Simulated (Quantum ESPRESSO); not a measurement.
# KCl in Quantum ESPRESSO: the effect of functional

Crystal: KCl.

```xyz
2
Lattice="3.8392 0.0000 0.0000 0.0000 3.8392 0.0000 0.0000 0.0000 3.8392" Properties=species:S:1:pos:R:3 pbc="T T T"
K     0.0000    0.0000    0.0000
Cl    1.9196    1.9196    1.9196
```

Measurements of this composition are mostly on another form, of space group No. 225.

Alike in all runs:

- Program: Quantum ESPRESSO 7.5
- Task: dielectric tensor
- k mesh: 6 × 6 × 6, shifted
- Occupations: fermi-dirac, width 0.05 eV
- Spin: no spin polarisation

| functional | potentials or basis | cutoff | pressure (GPa) | dielectric constant (mean) |
| --- | --- | --- | --- | --- |
| LDA | PseudoDojo 0.4.1 SR LDA standard | 980 eV | -3.2 | 2.63 |
| PBEsol | PseudoDojo 0.4.1 SR PBEsol standard | 1007 eV | -1.5 | 2.59 |
| WC | PseudoDojo 0.4.1 SR PBE standard | 1007 eV | -1.3 | 2.58 |
| BLYP | PseudoDojo 0.4.1 SR PBE standard | 1007 eV | 0.9 | 2.53 |
| AM05 | PseudoDojo 0.4.1 SR PBE standard | 1007 eV | ? | ? |

What does the run with functional AM05 give?

Pressure -0.5 GPa; dielectric constant 2.55 mean.

Caveats: the potentials were made for another functional, which shifts forces and pressure (some runs); the cell is more than 3 GPa from zero pressure, which shifts response properties (some runs).
